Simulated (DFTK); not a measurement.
# RbBr under changes of volume

One of the cells (40.248 Å³/atom); the others are scaled copies at fixed shape and fractional positions:

```
Rb Br
1.0
     0.00000    3.42700    3.42700
     3.42700    0.00000    3.42700
     3.42700    3.42700    0.00000
Rb Br
1 1
Cartesian
  0.0000 0.0000 0.0000
  3.4270 3.4270 3.4270
```

* Program: DFTK 0.8.2
* Functional: PBEsol
* Potentials or basis: dojo.nc.sr.pbesol.v0_4_1.standard.upf (PBEsol)
* Cutoff: 789 eV
* k mesh: 7 × 7 × 7
* Occupations: fermi-dirac, width 0.05 eV
* Spin: no spin polarisation

```csv
volume (Å³/atom),energy over the lowest point (meV/atom),pressure (GPa),gap on the mesh (eV)
37.833,6.11,0.9,4.36
38.638,2.39,0.6,4.31
39.443,0.42,0.2,4.26
40.248,0.00,-0.1,4.21
41.053,0.95,-0.3,4.17
41.858,?,?,?
42.663,6.33,-0.7,4.09
```

What does the run at 41.858 Å³/atom give?

Energy over the lowest point 3.10 meV/atom; pressure -0.5 GPa; gap on the mesh 4.13 eV.

Worked out: A Birch-Murnaghan fit of order 3 (a polynomial in V^(-2/3)) to the other rows has its minimum at 40.08 Å³/atom with B0 = V·E''(V) = 13.9 GPa and B' = 5.2. It gives 3.11 meV/atom at 41.858 Å³/atom, against the run's 3.10, and -dE/dV = -0.5 GPa, against -0.5. A straight line through the other rows of the gap, of slope -2.26 eV per unit of ln V (its deformation potential), gives 4.13 eV, against the run's 4.13.

Energies are extrapolated to zero smearing.

Caveats: an odd mesh through Γ misses points on the zone boundary, where band edges often lie (some runs). Spin-orbit coupling on Br, Rb is left out.
